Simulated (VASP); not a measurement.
Input of a VASP 6.6.1 run:

File INCAR:

```
ALGO     = Normal         # electronic algorithm
EDIFF    = 1E-6           # SCF threshold, eV
ENCUT    = 520            # plane-wave cutoff, eV
GGA      = PS             # functional
ISIF     = 2              # what is computed and relaxed
ISMEAR   = 0              # smearing method
LASPH    = T              # aspherical terms in the spheres
LCHARG   = T              # write CHGCAR
LELF     = T              # ELF
LREAL    = F              # projectors in reciprocal space
LVHAR    = T            
LWAVE    = F              # write WAVECAR
NBANDS   = 14             # bands
NELM     = 80             # most SCF steps
PREC     = Accurate       # precision mode
SIGMA    = 0.1            # smearing width, eV
```

Contents of KPOINTS:

```
k-points
0
Gamma
  8 8 8
```

File POSCAR:

```
TiH2
1.0
   -1.5965000000      1.5965000000      2.1335000000
    1.5965000000     -1.5965000000      2.1335000000
    1.5965000000      1.5965000000     -2.1335000000
Ti H
1 2
Direct
    0.0000000000      0.0000000000      0.0000000000
    0.7500000000      0.2500000000      0.5000000000
    0.2500000000      0.7500000000      0.5000000000
```

Potentials or basis: VASP PAW PBE potentials, release 64 (Ti_sv, H).

Launch:

```sh
$ cat potpaw_PBE.64/Ti_sv/POTCAR potpaw_PBE.64/H/POTCAR > POTCAR
$ mpirun -np 1 vasp_std > vasp.out
```

**Question.** What does it give for the pressure?

**Answer.** -5.5 GPa.

**Question.** Estimate the band gap on the k mesh.

**Answer.** None (metal or under the smearing width).

Stress tensor (GPa, compression positive):
```
-5.39  0.00  0.00
 0.00 -5.39  0.00
 0.00  0.00 -5.72
```

Caveat: the PAW data sets were made with another functional, which shifts forces and pressure a little.
